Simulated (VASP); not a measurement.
Crystal: TiTe.

```
Ti Te
1.0
     0.00000    3.05007    3.05007
     3.05007    0.00000    3.05007
     3.05007    3.05007    0.00000
Ti Te
1 1
Direct
  0.50000 0.50000 0.50000
  0.00000 0.00000 0.00000
```

The cell comes from a database or a generator and needn't be the stable form of this composition.

```yaml
Program: VASP 6.6.1
Task: relaxation of cell and atoms
Functional: PBE
Potentials_or_basis: VASP PAW PBE potentials, release 64 (Ti_sv, Te)
Cutoff: 600 eV
k_mesh: 6 × 6 × 6
Occupations: fermi-dirac, width 0.05 eV
Spin: no spin polarisation
```

At the start: pressure -10.6 GPa; volume 28.37 Å³/atom.

Task: How do energy, volume and symmetry change on relaxing?

Result: Over 3 steps the energy falls by 238.4 meV/atom and the volume is 22.60 Å³/atom (-20.4 %); space group Fm-3m (No. 225, to 0.05 Å).

Step by step:
| step | energy change (eV) | largest force (eV/Å) | pressure (GPa) | volume (Å³) |
| --- | --- | --- | --- | --- |
| 1 | 0.0000 | 0.0000 | -10.59 | 56.75 |
| 2 | -0.4345 | 0.0000 | 5.10 | 42.70 |
| 3 | -0.4769 | 0.0000 | 0.03 | 45.19 |

Final structure:
```
CELL_PARAMETERS angstrom
0.00000 2.82715 2.82715
2.82715 0.00000 2.82715
2.82715 2.82715 0.00000
ATOMIC_POSITIONS crystal
Ti 0.50000 0.50000 0.50000
Te 0.00000 0.00000 0.00000
```

Caveat: the volume moved by over 15 % at a fixed basis, so the end points are rough.
